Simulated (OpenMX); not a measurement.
SiC (Moissanite 3C) under changes of volume

One of the cells (10.553 Å³/atom); the others are scaled copies at fixed shape and fractional positions:

```xyz
2
Lattice="0.0000 2.1934 2.1934 2.1934 0.0000 2.1934 2.1934 2.1934 0.0000" Properties=species:S:1:pos:R:3 pbc="T T T"
Si    0.0000    0.0000    0.0000
C     3.2901    3.2901    3.2901
```

```yaml
Program: OpenMX 3.8.5
Functional: PBE
Potentials_or_basis: OpenMX 2013 PBE set, Si7.0-s2p2d1, C6.0-s2p2d1, fixed grid of 27 × 27 × 27 points
k_mesh: 11 × 11 × 11
Occupations: fermi-dirac, width 0.05 eV
Spin: no spin polarisation
```

| volume (Å³/atom) | energy over the lowest point (meV/atom) | gap on the mesh (eV) |
| --- | --- | --- |
| 9.725 | ? | ? |
| 9.932 | 28.01 | 1.42 |
| 10.139 | 12.31 | 1.45 |
| 10.553 | 0.00 | 1.48 |
| 10.760 | 2.23 | 1.50 |
| 10.967 | 9.38 | 1.52 |

**Question.** What does the run at 9.725 Å³/atom give?

**Answer.** Energy over the lowest point 50.94 meV/atom; gap on the mesh 1.40 eV.

Worked out: A Birch-Murnaghan fit of order 3 (a polynomial in V^(-2/3)) to the other rows has its minimum at 10.57 Å³/atom with B0 = V·E''(V) = 212 GPa and B' = 3.9. It gives 50.95 meV/atom at 9.725 Å³/atom, against the run's 50.94. A straight line through the other rows of the gap, of slope 0.961 eV per unit of ln V, extrapolates to 1.40 eV, against the run's 1.40.

Energies are extrapolated to zero smearing.

Caveats: an odd mesh through Γ misses points on the zone boundary, where band edges often lie; the basis of atomic orbitals isn't converged, which shifts pressures, moduli and gaps.
